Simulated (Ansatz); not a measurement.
Runs of Ansatz 0.2.0 on Co. It takes space group P6_3/mmc (No. 194, hexagonal). Conventional cell: a = 2.472 Å, b = 2.472 Å, c = 4.021 Å, α = 90.00°, β = 90.00°, γ = 120.00°. Co (site symmetry -6m2) has 12 Co at 2.47 Å as nearest neighbours. 

```tsv
task	level	cell	k mesh	points for each segment of the path	gap on the mesh (eV)	pressure (GPa)	moment (μB)	relaxed volume (Å³/atom)
relaxation of cell and atoms	revPBE	relaxed	12 × 12 × 7	-	none	0.0	(a)	(c)
relaxation of cell and atoms	RPBE+D4	relaxed	12 × 12 × 7	-	none	0.0	3.22	10.57
phonons	LDA	as given	9 × 9 × 5	-	none	-	3.04	-
relaxation of cell and atoms	PBEsol+D3(BJ)	relaxed	12 × 12 × 7	-	none	0.0	3.05	10.10
band structure	BLYP	as given	12 × 12 × 7	14	none	14.0	(b)	-
```

Alike in all rows: potentials or basis Ansatz PAW; spin collinear, ferromagnetic start; cutoff (eV) 420; smearing fermi-dirac 0.05 eV.

Question: Fill in the values left out.

Answer: (a) 3.31; (b) 3.13; (c) 11.10.

Caveats: the PAW data sets come from PBE, with cores solved anew for the run's functional, which leaves a small shift of forces and pressure; the plane-wave basis is chosen anew once the cell has moved, so the energies of steps on either side of that aren't comparable (some runs); pairwise dispersion overbinds metals, which lowers pressure and volume (some runs).

A gap of «none» marks a metal or a gap under the smearing width.

Runs at the PBE level aren't shown here.
